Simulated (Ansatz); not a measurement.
## Rh: pressure and energy above lowest point against volume per atom

Results calculated with Ansatz 0.2.0 development build, not measured. Equation of state of a cubic crystal from periodic Kohn-Sham density functional theory without spin; pressure corrected for the finite basis.

Cell of the first row (space group Fd-3m, No. 227):
```
CELL_PARAMETERS angstrom
0.00000 2.70090 2.70090
2.70090 0.00000 2.70090
2.70090 2.70090 0.00000
ATOMIC_POSITIONS crystal
Rh 0.00000 0.00000 0.00000
Rh 0.25000 0.25000 0.25000
```

Settings of every row: formula Rh; structure type diamond; functional PBE; spin treatment none; k mesh 17x17x17; occupation method fermi-dirac; occupation width 0.061225619 eV; wave cutoff 700 eV; datasets soft-1 PAW; density cutoff ratio 4.

Limits: a cubic model structure, not a phase known at ambient conditions; modest k-mesh, values are not fully converged in k; the SCF threshold is loose for a stress in some rows.

| row | volume per atom (Å³) | pressure (GPa) | energy above lowest point (meV/atom) |
| --- | --- | --- | --- |
| 1 | 19.702 | 9.137 | 33.19 |
| 2 | 20.121 | 5.669 | 13.91 |
| 3 | 20.54 | ? | ? |
| 4 | 20.96 | -0.117 | 0 |
| 5 | 21.379 | -2.521 | 3.51 |
| 6 | 21.798 | -4.647 | 12.95 |
| 7 | 22.217 | -6.525 | 27.62 |

Question: what pressure and energy above lowest point should row 3 give?

Worked fit of pressure. Take u = (V_r/V)^(2/3) − 1 with V_r = 21.169 Å³ an atom, which is twice the finite (Eulerian) strain; such expansions in the strain, on which the Birch-Murnaghan equation of state is built, carry the rest volume and the bulk modulus. The shown rows have u = 0.04904, 0.03443, 0.00664, -0.00656, -0.01933, -0.0317. Least squares give pressure = −1.3538 + 181.922 × u + 615.8 × u² + 745.4 × u³ GPa; a parabola predicts inner rows, each left out in turn, worse (root mean square 0.015 against 0.0031 GPa). The rows lie off it by 0.000, -0.001, 0.001, 0.000, -0.001, 0.001. The pressure vanishes at u = 0.0073, or V = 20.94 Å³ an atom, and there the bulk modulus at fixed shape and fractions is B = −V dP/dV = (2/3)(1 + u) dP/du = 128 GPa. The withheld row has u = 0.02031, so the fit gives −1.3538 + 181.922 × (0.02031) + 615.8 × (0.02031)² + 745.4 × (0.02031)³ = 2.601 GPa.

The calculation gave 2.6 GPa. The fit lies 0.001 GPa (0.0064 % of the column's range) above it, one unit of the last digit.

Worked fit of energy above lowest point. Take u = (V_r/V)^(2/3) − 1 with V_r = 21.169 Å³ an atom, which is twice the finite (Eulerian) strain; such expansions in the strain, on which the Birch-Murnaghan equation of state is built, carry the rest volume and the bulk modulus. The shown rows have u = 0.04904, 0.03443, 0.00664, -0.00656, -0.01933, -0.0317. Least squares give energy above lowest point = 0.965 − 268.72 × u + 18374.1 × u² + 10292 × u³ meV/atom; a parabola predicts inner rows, each left out in turn, worse (root mean square 0.21 against 0.011 meV/atom). The rows lie off it by 0.00, 0.00, 0.01, -0.01, 0.00, 0.00. Its lowest point lies at u = 0.0073, or V = 20.94 Å³ an atom, and the curvature there gives the bulk modulus at fixed shape and fractions, B = (4/9)(1 + u)² E″(u)/V = 128 GPa. The withheld row has u = 0.02031, so the fit gives 0.965 − 268.72 × (0.02031) + 18374.1 × (0.02031)² + 10292 × (0.02031)³ = 3.17 meV/atom.

The calculation gave 3.18 meV/atom. The fit lies 0.01 meV/atom (0.03 % of the column's range) below it, one unit of the last digit.
